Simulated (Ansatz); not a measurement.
# What DFT gives for InSb

```
CELL_PARAMETERS angstrom
5.75592 0.00000 0.00000
0.00000 5.39819 0.00000
0.00000 0.00000 3.08655
ATOMIC_POSITIONS crystal
Sb 0.00000 0.50000 0.16500
Sb 0.50000 0.00000 0.83500
In 0.00000 0.00000 0.00000
In 0.50000 0.50000 0.00000
```

Level: PBE, no spin polarisation; 420 eV; 6×6×11 Γ-centred mesh; fermi-dirac occupations (width 0.1 eV); Ansatz 0.2.0, fixed geometry.

Problem. Is it stable against the elements?

Solution. 0.26 eV an atom against the elements' usual phases (free molecules for gases, crystals otherwise, with no correction for O₂ or N₂), so at this geometry it isn't bound against them. Relaxing would lower it.

Problem. What does the stress say?

Solution. The pressure is 15.2 GPa (compression positive), so with the atoms held at these fractions the cell would first expand. The principal stresses 7.1, 12.1, 26.4 GPa differ, so its shape would change too.

Problem. Where is the largest force?

Solution. The largest is on Sb2 (and as large on other atoms): 0.69 eV/Å, components (0.00, 0.00, -0.69). It makes 101° with the line to a nearest neighbour, In4 at 2.75 Å.

Problem. What happens at the Fermi level?

Solution. It is a metal, with about 1.6 states/eV a cell as the mean within 0.25 eV of the Fermi level, mostly Sb p (43 %), In p (34 %) and In s (14 %).

Origin: a database entry at a rescaled volume. Caveats: atoms or cell far from equilibrium.
